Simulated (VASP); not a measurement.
Crystal: ZrH.

```
Zr H
1.0
     0.00000    2.27000    2.27000
     2.27000    0.00000    2.27000
     2.27000    2.27000    0.00000
Zr H
1 1
Cartesian
  0.0000 0.0000 0.0000
  3.4050 3.4050 3.4050
```

The cell was built by a generator and needn't be a form met in nature.

| Item | Value |
| --- | --- |
| Program | VASP 6.6.1 |
| Task | relaxation of cell and atoms |
| Functional | PBE |
| Potentials or basis | VASP PAW PBE potentials, release 64 (Zr_sv, H) |
| Cutoff | 520 eV |
| k mesh | 8 × 8 × 8 |
| Occupations | gaussian, width 0.15 eV |
| Spin | no spin polarisation |

At the start: pressure 20.5 GPa; volume 11.70 Å³/atom.

Q: How do energy, volume and symmetry change on relaxing?

A: Over 3 steps the energy falls by 101.2 meV/atom and the volume is 13.44 Å³/atom (+14.9 %); space group F-43m (No. 216, to 0.05 Å).

The path:
```csv
step,energy change (eV),largest force (eV/Å),pressure (GPa),volume (Å³)
1,0.0000,0.0000,20.49,23.39
2,-0.1568,0.0000,-6.46,28.83
3,-0.2024,0.0000,-0.37,26.89
```

Final structure:
```yaml
crystal:
  lattice:
    - [0.00000, 2.37785, 2.37785]
    - [2.37785, 0.00000, 2.37785]
    - [2.37785, 2.37785, 0.00000]
  atoms:
    - { symbol: Zr, position: [0.00000, 0.00000, 0.00000] }
    - { symbol: H, position: [0.75000, 0.75000, 0.75000] }
```
